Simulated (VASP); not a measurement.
# Fe (Fmmm) in VASP: a series of runs, part 2 of 2

VASP 6.6.1. The steps go on from the part before.

### Step 3. Single point, PBEsol, collinear spin, typed start

This run uses another cell than the first one, of 10.85 Å³/atom, 0.949 times its volume.

Contents of INCAR:

```
PREC = Accurate ; ENCUT = 520
EDIFF = 1E-6 ; ISMEAR = 0
SIGMA = 0.1 ; LREAL = F
LASPH = T ; NELM = 150
ALGO = Fast ; ISIF = 2
LWAVE = F ; LCHARG = T
ISPIN = 2 ; MAGMOM = 2.52
LORBIT = 11 ; LMAXMIX = 4
GGA = PS ; LELF = T
LVHAR = T ; NBANDS = 14
```

Contents of KPOINTS:

```
regular mesh
0
Gamma
  10 10 10
```

Contents of POSCAR:

```
Fe
1.0
    0.0000000000      1.9719863762      1.9722644180
    1.3946422830      0.0000000000      1.9722644180
    1.3946422830      1.9719863762      0.0000000000
Fe
1
Direct
    0.0000000000      0.0000000000      0.0000000000
```

Potentials or basis: VASP PAW PBE potentials, release 64 (Fe).

The run is started by

```console
$ cat potpaw_PBE.64/Fe/POTCAR > POTCAR
$ mpirun -np 1 vasp_std > vasp.out
```

OUTCAR:

```text
PREC = Accurate
   ENCUT = 520
   EDIFF = 1E-6
   ISMEAR = 0
   LREAL = F
   LASPH = T
   NELM = 150
   ISIF = 2
   ISPIN = 2
   LORBIT = 11
   GGA = PS

 ion  position               nearest neighbor table
   1  0.000  0.000  0.000-

  LATTYP: Found a face centered orthorhombic cell.
 ALAT       =     2.7892845660
 B/A-ratio  =     1.4139728877
 C/A-ratio  =     1.4141722519

  Lattice vectors:

 A1 = (   0.0000000000,   1.9719863762,   1.9722644180)
 A2 = (   1.3946422830,   0.0000000000,   1.9722644180)
 A3 = (   1.3946422830,   1.9719863762,   0.0000000000)

Analysis of symmetry for initial positions (statically):
=====================================================================
 Subroutine PRICEL returns:
 Original cell was already a primitive cell.

 Routine SETGRP: Setting up the symmetry group for a
 face centered orthorhombic supercell.

 Subroutine GETGRP returns: Found  8 space group operations
 (whereof  8 operations were pure point group operations)
 out of a pool of  8 trial point group operations.

The static configuration has the point symmetry D_2h.

Analysis of symmetry for dynamics (positions and initial velocities):
=====================================================================
 Subroutine PRICEL returns:
 Original cell was already a primitive cell.

 Routine SETGRP: Setting up the symmetry group for a
 face centered orthorhombic supercell.

 Subroutine GETGRP returns: Found  8 space group operations
 (whereof  8 operations were pure point group operations)
 out of a pool of  8 trial point group operations.

The dynamic configuration has the point symmetry D_2h.

Analysis of structural, dynamic, and magnetic symmetry:
=====================================================================
 Subroutine PRICEL returns:
 Original cell was already a primitive cell.

 Routine SETGRP: Setting up the symmetry group for a
 face centered orthorhombic supercell.

 Subroutine GETGRP returns: Found  8 space group operations
 (whereof  8 operations were pure point group operations)
 out of a pool of  8 trial point group operations.
[... 166 lines left out ...]
      6       5.1100      1.00000
      7      31.5430      0.00000
      8      31.5432      0.00000
      9      31.5474      0.00000
     10      36.9562      0.00000
     11      36.9576      0.00000
     12      39.4843      0.00000
     13      39.4853      0.00000
     14      39.4883      0.00000
[... 379 lines left out ...]
      3       3.8037      1.00000
      4       5.0204      1.00000
      5       5.4007      1.00000
      6       6.5026      0.00004
      7      18.0718      0.00000
      8      24.0605      0.00000
      9      27.4952      0.00000
     10      31.7103      0.00000
     11      36.4406      0.00000
     12      38.7509      0.00000
     13      44.2903      0.00000
     14      48.4085      0.00000

 [... further k-points ...]

 spin component 2

 k-point     1 :       0.0000    0.0000    0.0000
  band No.  band energies     occupation
      1      -2.3846      1.00000
      2       5.6164      1.00000
      3       5.6181      1.00000
      4       5.6182      1.00000
      5       7.6960      0.00000
      6       7.6969      0.00000
      7      31.4479      0.00000
      8      31.4482      0.00000
      9      31.4524      0.00000
     10      37.2530      0.00000
     11      37.2542      0.00000
     12      40.2112      0.00000
     13      40.2123      0.00000
     14      40.2153      0.00000
[... 379 lines left out ...]
      3       5.1340      1.00000
      4       7.3844      0.00000
      5       7.9566      0.00000
      6       8.4588      0.00000
      7      19.0121      0.00000
      8      24.5261      0.00000
      9      28.0628      0.00000
     10      32.1230      0.00000
     11      37.0305      0.00000
     12      39.1123      0.00000
     13      44.5882      0.00000
     14      48.9088      0.00000

 [... further k-points ...]

------------------------ aborting loop because EDIFF is reached ----------------------------------------

  FORCE on cell =-STRESS in cart. coord.  units (eV):
  Direction    XX          YY          ZZ          XY          YZ          ZX
  --------------------------------------------------------------------------------------
  -------------------------------------------------------------------------------------
  Total        0.0002311      0.0026892      0.0000832      0.0000000      0.0000000      0.0000000
  in kB        0.0341351      0.3971655      0.0122848      0.0000000      0.0000000      0.0000000
  external PRESSURE =       0.1478618 kB  Pullay stress =       0.0000000 kB

 VOLUME and BASIS-vectors are now :
 -----------------------------------------------------------------------------
  energy-cutoff  :      520.00
  volume of cell :       10.85
      direct lattice vectors                 reciprocal lattice vectors
     0.000000000  1.971986376  1.972264418    -0.358514872  0.253551447  0.253515703
     1.394642283  0.000000000  1.972264418     0.358514872 -0.253551447  0.253515703
     1.394642283  1.971986376  0.000000000     0.358514872  0.253551447 -0.253515703

 POSITION                                       TOTAL-FORCE (eV/Angst)
 -----------------------------------------------------------------------------------
      0.00000      0.00000      0.00000         0.000000      0.000000      0.000000
 -----------------------------------------------------------------------------------
    total drift:                                0.000000     -0.000000      0.000000

  FREE ENERGIE OF THE ION-ELECTRON SYSTEM (eV)
  ---------------------------------------------------
  free  energy   TOTEN  =        -8.9280755682 eV

  energy  without entropy=       -8.9230679143  energy(sigma->0) =       -8.92557174

 total charge

# of ion       s       p       d       tot
------------------------------------------
    1        0.509   0.589   6.274   7.372

 magnetization (x)

# of ion       s       p       d       tot
------------------------------------------
    1       -0.014  -0.057   2.183   2.112
```

OSZICAR:

```text
N       E                     dE             d eps       ncg     rms          rms(c)
DAV:   1     0.212925621891E+02    0.21293E+02   -0.38211E+03 10452   0.708E+02
DAV:   2    -0.918732006305E+01   -0.30480E+02   -0.28146E+02 10524   0.130E+02
DAV:   3    -0.100886469430E+02   -0.90133E+00   -0.89181E+00 11586   0.231E+01
DAV:   4    -0.100915012967E+02   -0.28544E-02   -0.28541E-02 11226   0.117E+00
DAV:   5    -0.100915132753E+02   -0.11979E-04   -0.11978E-04 11678   0.788E-02    0.126E+01
RMM:   6    -0.898861942649E+01    0.11029E+01   -0.14670E+00 12141   0.129E+01    0.512E+00
RMM:   7    -0.894527373112E+01    0.43346E-01   -0.46905E-02 12318   0.233E+00    0.342E+00
RMM:   8    -0.893645034710E+01    0.88234E-02   -0.60238E-03 12210   0.538E-01    0.146E+00
RMM:   9    -0.892704609554E+01    0.94043E-02   -0.13241E-03 12071   0.263E-01    0.509E-01
RMM:  10    -0.892747249204E+01   -0.42640E-03   -0.12507E-04 12771   0.775E-02    0.408E-01
RMM:  11    -0.892809809691E+01   -0.62560E-03   -0.33183E-04 12241   0.191E-01    0.825E-02
RMM:  12    -0.892807985048E+01    0.18246E-04   -0.20378E-05 12731   0.367E-02    0.247E-02
RMM:  13    -0.892807479441E+01    0.50561E-05   -0.58753E-06 12246   0.243E-02    0.152E-02
RMM:  14    -0.892807556823E+01   -0.77382E-06   -0.92505E-07  9709   0.644E-03
   1 F= -.89280756E+01 E0= -.89255717E+01  d E =-.500765E-02  mag=     2.1279
```

stdout:

```text
POSCAR found type information on POSCAR Fe
 POSCAR found :  1 types and       1 ions
 scaLAPACK will be used
 -----------------------------------------------------------------------------
|                                                                             |
|                                                                             |
|     You enforced a specific xc type in the INCAR file but a different       |
|     I HOPE YOU KNOW WHAT YOU ARE DOING!                                     |
|                                                                             |
 -----------------------------------------------------------------------------

 LDA part: xc-table for (Slater+PW92), standard interpolation
 POSCAR, INCAR and KPOINTS ok, starting setup
 FFT: planning ... GRIDC
 FFT: planning ... GRID_SOFT
 FFT: planning ... GRID
 WAVECAR not read
 entering main loop
WARNING in EDDRMM: call to ZHEGV failed, returncode =   6  3     13
WARNING in EDDRMM: call to ZHEGV failed, returncode =   8  4     12
WARNING in EDDRMM: call to ZHEGV failed, returncode =   8  4     12
WARNING in EDDRMM: call to ZHEGV failed, returncode =   6  3     10
```

It took 40 s on 1 thread of AMD EPYC 9R14 (Zen 4), shared host; peak memory 0.13 GiB.

What came out:

```yaml
Free_energy: -8.9281 eV
Pressure: 0.0 GPa
Band_gap_on_the_k_mesh: none (metal or under the smearing width)
Net_moment: 2.13 μB per cell
Site_moments: Fe +2.11 μB
Valence_electrons_inside_the_program's_atomic_spheres: Fe 7.37
```

Caveat: the PAW data sets were made with another functional, which shifts forces and pressure a little.

### Step 4. Relaxation of cell and atoms, PBEsol, collinear spin, typed start

Contents of INCAR:

```
SYSTEM = Fe
PREC = Accurate ; ENCUT = 600
EDIFF = 1E-6 ; ISMEAR = 0
SIGMA = 0.1 ; LREAL = .FALSE.
LASPH = .TRUE. ; NELM = 150
ALGO = Normal ; ISIF = 3
LWAVE = .FALSE. ; LCHARG = .FALSE.
ISPIN = 2 ; MAGMOM = 2.52
LORBIT = 11 ; LMAXMIX = 4
GGA = PS ; IBRION = 2
NSW = 100 ; EDIFFG = -0.05
```

Contents of KPOINTS:

```
Automatic mesh
0
G
  10 10 10
  0 0 0
```

Contents of POSCAR:

```
Fe
1.0
    0.0000000000      1.9417396906      1.9651051623
    1.4984397099      0.0000000000      1.9651051623
    1.4984397099      1.9417396906      0.0000000000
Fe
1
Direct
    0.0000000000      0.0000000000      0.0000000000
```

The run is started by

```console
$ cat potpaw_PBE.64/Fe/POTCAR > POTCAR
$ mpirun -np 1 vasp_std > vasp.out
```

Run time: 2 min. Hardware: 1 thread of AMD EPYC 9R14 (Zen 4), shared host; peak memory 0.15 GiB.

It converged, with:

| Property | Result |
| --- | --- |
| Free energy | -8.9279 eV |
| Relaxed volume | 10.84 Å³/atom |
| Relaxed cell | a = 2.787 Å, b = 2.414 Å, c = 2.416 Å, α = 70.50°, β = 54.72°, γ = 54.78° |
| Space group after relaxing (to 0.05 Å) | Im-3m (No. 229) |
| Energy gained by relaxing | 43.1 meV/atom |
| Ionic steps | 8 |
| Pressure after relaxing | -0.1 GPa |
| Band gap on the k mesh | none (metal or under the smearing width) |
| Net moment | 2.13 μB per cell |
| Site moments | Fe +2.11 μB |
| Valence electrons inside the program's atomic spheres | Fe 7.38 |

Stress tensor (GPa, compression positive):
```
-0.17  0.00  0.00
 0.00 -0.17  0.00
 0.00  0.00  0.15
```

The path:
```csv
step,energy change (eV),largest force (eV/Å),pressure (GPa),volume (Å³)
1,0.0000,0.0000,-10.63,11.44
2,-0.0046,0.0000,15.24,10.22
3,-0.0274,0.0000,1.62,10.77
4,-0.0381,0.0000,1.48,10.77
5,-0.0424,0.0000,2.02,10.75
6,-0.0426,0.0000,1.93,10.75
7,-0.0417,0.0000,-3.13,10.97
8,-0.0431,0.0000,-0.06,10.84
```

Final structure:
```cif
data_structure
_symmetry_space_group_name_H-M 'P 1'
_symmetry_Int_Tables_number 1
_cell_length_a 2.7873
_cell_length_b 2.4137
_cell_length_c 2.4156
_cell_angle_alpha 70.503
_cell_angle_beta 54.718
_cell_angle_gamma 54.780
_cell_volume 10.84
loop_
_atom_site_label
_atom_site_type_symbol
_atom_site_fract_x
_atom_site_fract_y
_atom_site_fract_z
_atom_site_occupancy
Fe1 Fe 0.00000 0.00000 0.00000 1
```

Levels at points of the mesh, in eV from the Fermi level:
Spin up:
```tsv
k point	band 2	band 3	band 4	band 5	band 6	band 7	band 8	band 9
(0.00, 0.00, 0.00)	-2.49	-2.48	-2.48	-1.12	-1.11	25.31	25.32	25.35
(0.50, 0.00, 0.00)	-3.66	-1.06	-0.91	0.35	0.42	7.68	18.63	20.83
(0.50, 0.50, 0.00)	-3.66	-1.06	-0.91	0.37	0.42	7.70	18.60	20.78
(0.50, 0.00, 0.50)	-3.67	-1.05	-0.90	0.35	0.42	7.68	18.62	20.80
(0.00, 0.50, 0.50)	-5.20	0.12	0.13	0.13	10.09	10.13	10.13	16.04
```
Spin down:
| k point | band 1 | band 2 | band 3 | band 4 | band 5 | band 6 | band 7 | band 8 |
| --- | --- | --- | --- | --- | --- | --- | --- | --- |
| (0.00, 0.00, 0.00) | -8.62 | -0.62 | -0.61 | -0.61 | 1.47 | 1.47 | 25.22 | 25.22 |
| (0.50, 0.00, 0.00) | -4.02 | -1.97 | 0.57 | 1.35 | 1.75 | 2.60 | 9.06 | 18.77 |
| (0.50, 0.50, 0.00) | -4.02 | -1.98 | 0.59 | 1.36 | 1.75 | 2.60 | 9.08 | 18.74 |
| (0.50, 0.00, 0.50) | -4.02 | -1.99 | 0.57 | 1.36 | 1.75 | 2.60 | 9.05 | 18.76 |
| (0.00, 0.50, 0.50) | -3.49 | -3.48 | 2.27 | 2.27 | 2.28 | 10.44 | 10.48 | 10.48 |

Caveat: the PAW data sets were made with another functional, which shifts forces and pressure a little; the relaxation stopped at a loose force limit of 0.05 eV/Å, so its end isn't a converged minimum.

### Step 5. Overview

| task | cell | k mesh | cutoff (eV) | mesh quality | gap on the mesh (eV) | pressure (GPa) | moment (μB) |
| --- | --- | --- | --- | --- | --- | --- | --- |
| single point | Fmmm, 11.44 Å³/atom | 8 × 8 × 8 | 520 | coarse | none | -8.3 | 2.27 |
| single point | Im-3m, 10.85 Å³/atom | 10 × 10 × 10 | 520 | not flagged | none | 0.0 | 2.13 |
| relaxation of cell and atoms | relaxed | 10 × 10 × 10 | 600 | not flagged | none | -0.1 | 2.13 |

Alike in all rows: level PBEsol; potentials or basis VASP PAW PBE potentials, release 64 (Fe); spin collinear, typed start; smearing gaussian 0.1 eV.

Caveats: some runs use coarse meshes; the PAW data sets were made with another functional, which shifts forces and pressure a little; the relaxation stopped at a loose force limit of 0.05 eV/Å, so its end isn't a converged minimum (some runs).

Total energies depend on the potentials used, so only differences within one code and one set of settings carry meaning.
